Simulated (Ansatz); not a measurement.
# From the elastic tensor of C at 8 GPa (stress–strain coefficients) to moduli and sound speeds

Computed with DFT PBEsol, scalar-relativistic, plane waves, PAW in Ansatz. Plane waves to 420 eV; Γ-centred k mesh 12×12×6; fixed occupations. No spin polarisation.

The structure is hexagonal, space group P6_3/mmc (No. 194). The conventional cell has a = 2.484 Å, b = 2.484 Å, c = 4.137 Å, α = 90.00°, β = 90.00°, γ = 120.00°. C (site symmetry 3m) is surrounded by 4 C at 1.53 to 1.55 Å.

Relaxed-ion constants (GPa, on the Cartesian axes of the calculation):
C11 = 1271.0, C12 = 126.7, C13 = 29.7, C22 = 1271.0, C23 = 29.7, C33 = 1399.0, C44 = 473.1, C55 = 473.1, C66 = 572.1 GPa; the others vanish.

Density 3.607 g/cm³; 4 atoms in 22.12 Å³.

The values that follow are for a polycrystal of randomly turned grains, by Hill's mean where one number stands.

With S = C⁻¹: B_V = (C11+C22+C33+2(C12+C13+C23))/9, G_V = (C11+C22+C33−C12−C13−C23+3(C44+C55+C66))/15, 1/B_R = S11+S22+S33+2(S12+S13+S23), 15/G_R = 4(S11+S22+S33−S12−S13−S23)+3(S44+S55+S66); Hill is their mean. Then v_l = √((B+4G/3)/ρ), v_t = √(G/ρ), v_m = [(2/v_t³+1/v_l³)/3]^(−1/3) and Θ = (ħ/k_B)·v_m·(6π²n/V)^(1/3) for n atoms in the volume V; E = 9BG/(3B+G), ν = (3B−2G)/(2(3B+G)) and A^U = 5G_V/G_R + B_V/B_R − 6.

```json
{
  "Bulk modulus, Voigt / Reuss / Hill": "479.3 / 479.2 / 479.2 GPa",
  "Shear modulus, Voigt / Reuss / Hill": "554.0 / 543.7 / 548.9 GPa",
  "Young's modulus": "1192 GPa",
  "Poisson ratio": "0.086",
  "Pugh ratio B/G": "0.87",
  "Universal anisotropy index": "0.09",
  "Longitudinal and transverse sound speeds": "18323 and 12335 m/s",
  "Debye temperature from the mean sound speed": "2267 K"
}
```

Cost: 1 run of about 0.36 core-minutes, on Intel Xeon 6975P-C (Granite Rapids) (shared hosts).

The cell is that of lonsdaleite, hexagonal diamond, and its elasticity is that of a rigid sp³ network. The shear modulus exceeds the bulk modulus, and the Poisson ratio is only 0.086, because shape changes must bend strongly directional covalent bonds. The same resistance to bending keeps C12 and C13 far below the shear constants, unlike in a solid held by central forces.

C33 exceeds C11, as expected when one bond of each tetrahedron lies along the c axis and is loaded directly by axial strain. Shear of the basal planes over one another is easier than shear within them, with C44 at 473.1 GPa against 572.1 GPa for C66. The near-coincidence of the Voigt and Reuss bulk moduli shows that the modest anisotropy lies in shear rather than in the response to hydrostatic pressure. Stiff bonds and light atoms together account for the fast sound and high Debye temperature. The constants satisfy the elastic stability conditions at this pressure, but this does not place the phase energetically below cubic diamond or graphite.
